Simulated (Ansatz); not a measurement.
# Ta: the cost of one run

Program: Ansatz 0.2.0. Level of theory: DFT PBE, scalar-relativistic, plane waves, PAW. These are calculated values, not measurements.

**1. The structure to begin with**

The structure is cubic, space group Im-3m (No. 229). Conventional cell: a = 3.310 Å, b = 3.310 Å, c = 3.310 Å, α = 90.00°, β = 90.00°, γ = 90.00°. Ta (site symmetry m-3m) is surrounded by 8 Ta at 2.87 Å.

As a file:

```
Ta
1.0
    -1.65493    1.65493    1.65493
     1.65493   -1.65493    1.65493
     1.65493    1.65493   -1.65493
Ta
1
Direct
  0.00000 0.00000 0.00000
```

This is candidate A: structure listed in a database for this formula (Im-3m, No. 229).

(A quick probe on a coarse mesh, which set the mesh and smearing, is not shown.)

**3. Full relaxation (candidate A)**

File input.yaml:

```yaml
crystal:
  lattice:
    - [-1.6549278069, 1.6549278069, 1.6549278069]
    - [1.6549278069, -1.6549278069, 1.6549278069]
    - [1.6549278069, 1.6549278069, -1.6549278069]
  atoms:
    - { symbol: Ta, position: [0.0, 0.0, 0.0] }
basis:
  ecutwfc: 420
kpoints:
  mp_grid: { grid: [24, 24, 24] }
hamiltonian:
  xc: pbe
scf:
  occupations: { method: gaussian, width: 0.1 }
output:
  forces: true
  stress: true
  eigenvalues: true
relax:
  adjacent_minimum: "off"
  f_tol: 0.01
  max_steps: 80
  cell: { stress_tol: 0.05 }
```

Q: Estimate wall time and peak memory on 1 thread of an x86-64 CPU, shared host.

About 25 s, with a peak of 0.45 GiB.
